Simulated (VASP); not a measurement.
Runs of VASP 6.6.1 on SiO2 (Cristobalite). The structure is tetragonal, space group P4_12_12 (No. 92). Conventional cell: a = 4.982 Å, b = 4.982 Å, c = 6.963 Å, α = 90.00°, β = 90.00°, γ = 90.00°. Around Si (site symmetry 2) lie 4 O at 1.60 to 1.61 Å. O (site symmetry 1) has 2 Si at 1.60 to 1.61 Å as nearest neighbours. 

```csv
level,potentials or basis,gap on the mesh (eV),pressure (GPa),relaxed volume (Å³/atom),largest force (eV/Å)
PBE,"VASP PAW PBE potentials, release 64 (Si, O)",5.52,0.0,(b),0.01
PBE+D3(BJ),"VASP PAW PBE potentials, release 64 (Si, O)",5.66,0.0,(a),0.01
LDA,"VASP PAW LDA potentials, release 64 (Si, O)",5.57,0.0,13.80,-
PBEsol,"VASP PAW PBE potentials, release 64 (Si, O)",5.57,0.0,(c),0.01
r2SCAN,"VASP PAW PBE potentials, release 64 (Si, O)",6.36,0.0,14.19,0.01
```

Alike in all rows: task relaxation of cell and atoms; no spin polarisation; cell relaxed; k mesh 6 × 6 × 4; cutoff (eV) 600; smearing gaussian 0.03 eV.

Q: Fill in the values left out.

A: (a) 13.73; (b) 15.25; (c) 14.73.

Caveats: the PAW data sets were made with another functional, which shifts forces and pressure a little (some runs).

A k mesh can miss the band edges.

Not every run made on this cell is shown here.
